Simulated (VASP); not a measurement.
# SiC (Moissanite 3C) (F-43m) in VASP: notebook

Aim: see how the results for SiC (Moissanite 3C) move with the level of theory and the settings. Levels: PBE, PBEsol. Tasks: dielectric tensor, phonons.

Everything below comes from runs of VASP 6.6.1. Logs are shortened: lines on timing, memory, paths and dates and some standing lists are left out, and cuts for length are marked.

**Measured values to compare with.**

From “Infrared properties of SiC particles”, 1999, arxiv:astro-ph/9903031, for a bulk crystal of SiC: high-frequency dielectric constant 6.49.

How close the calculation comes is told below.

## Step 1: The crystal as given

The structure is cubic, space group F-43m (No. 216). The conventional cell has a = 4.378 Å, b = 4.378 Å, c = 4.378 Å, α = 90.00°, β = 90.00°, γ = 90.00°. Around Si (site symmetry -43m) lie 4 C at 1.90 Å. Around C (site symmetry -43m) lie 4 Si at 1.90 Å.

## Step 2: Dielectric tensor, PBE

Input file INCAR:

```
PREC     = Accurate       # precision mode
ENCUT    = 600            # plane-wave cutoff, eV
EDIFF    = 1E-8           # SCF threshold, eV
ISMEAR   = 0              # smearing method
SIGMA    = 0.03           # smearing width, eV
LREAL    = F              # projectors in reciprocal space
LASPH    = T              # aspherical terms in the spheres
NELM     = 80             # most SCF steps
ALGO     = Normal         # electronic algorithm
ISIF     = 2              # what is computed and relaxed
LWAVE    = F              # write WAVECAR
LCHARG   = F              # write CHGCAR
GGA      = PE             # functional
LEPSILON = T              # dielectric tensor by DFPT
```

Input file KPOINTS:

```
regular mesh
0
Monkhorst-Pack
  18 18 18
```

Input file POSCAR:

```
SiC                                     
1.0
    0.0000000000      2.1892433624      2.1892433624
    2.1892433624      0.0000000000      2.1892433624
    2.1892433624      2.1892433624      0.0000000000
  Si              C             
     1     1
Direct
     0.0000000000000000    0.0000000000000000    0.0000000000000000
     0.2500000000000000    0.2500000000000000    0.2500000000000000
```

Potentials or basis: VASP PAW PBE potentials, release 64 (Si, C).

Command:

```console
$ cat potpaw_PBE.64/Si/POTCAR potpaw_PBE.64/C/POTCAR > POTCAR
$ mpirun -np 1 vasp_std > vasp.out
```

OUTCAR:

```text
PREC = Accurate
   ENCUT = 600
   EDIFF = 1E-8
   ISMEAR = 0
   LREAL = F
   LASPH = T
   NELM = 80
   ISIF = 2
   GGA = PE
   LEPSILON = T

 ion  position               nearest neighbor table
   1  0.000  0.000  0.000-   2 1.90   2 1.90   2 1.90   2 1.90
   2  0.250  0.250  0.250-   1 1.90   1 1.90   1 1.90   1 1.90

  LATTYP: Found a face centered cubic cell.
 ALAT       =     4.3784867248

  Lattice vectors:

 A1 = (   0.0000000000,   2.1892433624,   2.1892433624)
 A2 = (   2.1892433624,   0.0000000000,   2.1892433624)
 A3 = (   2.1892433624,   2.1892433624,   0.0000000000)

Analysis of symmetry for initial positions (statically):
=====================================================================
 Subroutine PRICEL returns:
 Original cell was already a primitive cell.

 Routine SETGRP: Setting up the symmetry group for a
 face centered cubic supercell.

 Subroutine GETGRP returns: Found 24 space group operations
 (whereof 24 operations were pure point group operations)
 out of a pool of 48 trial point group operations.

The static configuration has the point symmetry T_d .

Analysis of symmetry for dynamics (positions and initial velocities):
=====================================================================
 Subroutine PRICEL returns:
 Original cell was already a primitive cell.

 Routine SETGRP: Setting up the symmetry group for a
 face centered cubic supercell.

 Subroutine GETGRP returns: Found 24 space group operations
 (whereof 24 operations were pure point group operations)
 out of a pool of 48 trial point group operations.

The dynamic configuration has the point symmetry T_d .

 Subroutine INISYM returns: Found 24 space group operations
 (whereof 24 operations are pure point group operations),
 and found     1 'primitive' translations

----------------------------------------------------------------------------------------

                                     Primitive cell

  volume of cell :      20.9852

  direct lattice vectors                    reciprocal lattice vectors
     0.000000000  2.189243362  2.189243362    -0.228389410  0.228389410  0.228389410
     2.189243362  0.000000000  2.189243362     0.228389410 -0.228389410  0.228389410
     2.189243362  2.189243362  0.000000000     0.228389410  0.228389410 -0.228389410

  length of vectors
     3.096057654  3.096057654  3.096057654     0.395582062  0.395582062  0.395582062

  position of ions in fractional coordinates (direct lattice)
     0.000000000  0.000000000  0.000000000
     0.250000000  0.250000000  0.250000000

  ion indices of the primitive-cell ions
   primitive index   ion index
                 1           1
                 2           2

----------------------------------------------------------------------------------------

 KPOINTS: regular mesh

Automatic generation of k-mesh.
 Grid dimensions read from file:
 generate k-points for:   18   18   18

 Generating k-lattice:

  Cartesian coordinates                     Fractional coordinates (reciprocal lattice)
    -0.012688301  0.012688301  0.012688301     0.055555556  0.000000000  0.000000000
     0.012688301 -0.012688301  0.012688301     0.000000000  0.055555556  0.000000000
     0.012688301  0.012688301 -0.012688301     0.000000000  0.000000000  0.055555556

  Length of vectors
     0.021976781  0.021976781  0.021976781

  Shift w.r.t. Gamma in fractional coordinates (k-lattice)
     0.500000000  0.500000000  0.500000000

 Subroutine IBZKPT returns following result:
 ===========================================

[... 73 lines left out ...]
   LHFCALC =     F    Hartree Fock is set to
   AEXX    =    0.0000 exact exchange contribution
   IVDW    =     0    specifies the selected vdW correction
   LEPSILON=     T    determine dielectric tensor
   LRPA    =     F    only Hartree local field effects (RPA)
 non-spin polarized calculation
 Gauss-broadening in eV      SIGMA  =   0.03
  energy-cutoff  :      600.00
  volume of cell :       20.99
 maximum number of plane-waves:       719
 NGX is ok and might be reduce to    28
   NGX = 13   NGY = 13   NGZ = 13

--------------------------------------- Ionic step        1  -------------------------------------------

 number of electron       8.0000000 magnetization

 E-fermi :   8.1032     XC(G=0): -11.2948

 val. band max:        7.9379236375   @ k =   0.0278   0.0278   0.0278
 cond. band min:       9.3801612689   @ k =  -0.4722  -0.4722   0.0278
 fundamental gap:      1.4422376314
 Fermi energy:         8.1032086248

 k-point     1 :       0.0278    0.0278    0.0278
  band No.  band energies     occupation
      1      -7.3291      2.00000
      2       7.8608      2.00000
      3       7.9379      2.00000
      4       7.9379      2.00000
      5      14.0623      0.00000
      6      15.1655      0.00000
      7      15.1809      0.00000
      8      15.1809      0.00000
[... 243 lines left out ...]
 k-point    24 :       0.3611    0.0833    0.0278
  band No.  band energies     occupation
      1      -5.3194      2.00000
      2       2.0738      2.00000
      3       6.6456      2.00000
      4       7.0671      2.00000
      5      13.7218      0.00000
      6      15.1928      0.00000
      7      16.0088      0.00000
      8      17.6664      0.00000

 [... further k-points ...]

  FORCE on cell =-STRESS in cart. coord.  units (eV):
  Direction    XX          YY          ZZ          XY          YZ          ZX
  --------------------------------------------------------------------------------------
  -------------------------------------------------------------------------------------
  Total       -0.0006921     -0.0006921     -0.0006921      0.0000000      0.0000000     -0.0000000
  in kB       -0.0528380     -0.0528380     -0.0528380      0.0000000      0.0000000     -0.0000000
  external PRESSURE =      -0.0528380 kB  Pullay stress =       0.0000000 kB

 VOLUME and BASIS-vectors are now :
 -----------------------------------------------------------------------------
  energy-cutoff  :      600.00
  volume of cell :       20.99
      direct lattice vectors                 reciprocal lattice vectors
     0.000000000  2.189243362  2.189243362    -0.228389410  0.228389410  0.228389410
     2.189243362  0.000000000  2.189243362     0.228389410 -0.228389410  0.228389410
     2.189243362  2.189243362  0.000000000     0.228389410  0.228389410 -0.228389410

 POSITION                                       TOTAL-FORCE (eV/Angst)
 -----------------------------------------------------------------------------------
      0.00000      0.00000      0.00000         0.000000      0.000000     -0.000000
      1.09462      1.09462      1.09462        -0.000000     -0.000000      0.000000
 -----------------------------------------------------------------------------------
    total drift:                               -0.000000     -0.000000     -0.000000

  FREE ENERGIE OF THE ION-ELECTRON SYSTEM (eV)
  ---------------------------------------------------
  free  energy   TOTEN  =       -15.0623343860 eV

  energy  without entropy=      -15.0623343860  energy(sigma->0) =      -15.06233439

 HEAD OF MICROSCOPIC STATIC DIELECTRIC TENSOR (INDEPENDENT PARTICLE, excluding Hartree and local field effects)
 ------------------------------------------------------
           7.234452     0.000000    -0.000000
           0.000000     7.234452     0.000000
          -0.000000     0.000000     7.234452
 ------------------------------------------------------

 Free energy of the ion-electron system (eV)
  ---------------------------------------------------
  ---------------------------------------------------
  free energy    TOTEN  =        -0.37550125 eV

  energy without entropy =       -0.37550125

------------------------ aborting loop because EDIFF is reached ----------------------------------------

--------------------------------------- Ionic step        2  -------------------------------------------

------------------------ aborting loop because EDIFF is reached ----------------------------------------

--------------------------------------- Ionic step        3  -------------------------------------------

 Free energy of the ion-electron system (eV)
  ---------------------------------------------------
  ---------------------------------------------------
  free energy    TOTEN  =        -0.37550157 eV

  energy without entropy =       -0.37550157

------------------------ aborting loop because EDIFF is reached ----------------------------------------

 PIEZOELECTRIC TENSOR FIELD DIRECTION 3  (e Angst)
 -----------------------------------------------------------------------------
    -0.00041 -1.28880  0.00000           ( -0.00000 -0.05209  0.00000)
    -1.28880 -0.00041  0.00000           ( -0.05209 -0.00000  0.00000)
     0.00000  0.00000  0.00055           (  0.00000  0.00000 -0.00000)

 PIEZOELECTRIC TENSOR FIELD DIRECTION 3  (C/m^2)
 -----------------------------------------------------------------------------
    -0.00031 -0.98397  0.00000
    -0.98397 -0.00031  0.00000
     0.00000  0.00000  0.00042

 MACROSCOPIC STATIC DIELECTRIC TENSOR (including local field effects in DFT)
 ------------------------------------------------------
           7.000527     0.000000    -0.000000
          -0.000000     7.000527     0.000000
           0.000000    -0.000000     7.000527
 ------------------------------------------------------

 PIEZOELECTRIC TENSOR (including local field effects)  for field in x, y, z        (e  Angst)
          XX          YY          ZZ          XY          YZ          ZX
  --------------------------------------------------------------------------------
  x     0.00000    -0.00000    -0.00000     0.00000    -1.28847    -0.00000
  y     0.00000     0.00000     0.00000     0.00000    -0.00000    -1.28847
  z    -0.00000    -0.00000    -0.00000    -1.28847     0.00000    -0.00000

 PIEZOELECTRIC TENSOR (including local field effects)  for field in x, y, z        (C/m^2)
          XX          YY          ZZ          XY          YZ          ZX
  --------------------------------------------------------------------------------
  x     0.00000    -0.00000    -0.00000     0.00000    -0.98372    -0.00000
  y     0.00000     0.00000     0.00000     0.00000    -0.00000    -0.98372
  z    -0.00000    -0.00000    -0.00000    -0.98372     0.00000    -0.00000

 BORN EFFECTIVE CHARGES (including local field effects) (in |e|, cummulative output)
 ---------------------------------------------------------------------------------
 ion    1
    1     2.68425     0.00000     0.00000
    2     0.00000     2.68425     0.00000
    3     0.00000     0.00000     2.68425
 ion    2
    1    -2.68425     0.00000     0.00000
    2     0.00000    -2.68425     0.00000
    3     0.00000     0.00000    -2.68425
```

It took 25 min on 1 thread of Intel Xeon 6975P-C (Granite Rapids), shared host; peak memory 1.4 GiB.

Results:

```
Electronic dielectric tensor (diagonal) : 7.00
Born charges (mean of the diagonal)     : Si +2.68; C -2.68 e
```

Electronic dielectric tensor:
```
7.00 0.00 0.00
0.00 7.00 0.00
0.00 0.00 7.00
```

Born effective charge tensors (e):
atom 1, Si
```
2.68 0.00 0.00
0.00 2.68 0.00
0.00 0.00 2.68
```
atom 2, C
```
-2.68  0.00  0.00
 0.00 -2.68  0.00
 0.00  0.00 -2.68
```

[end of part 1 of 2]
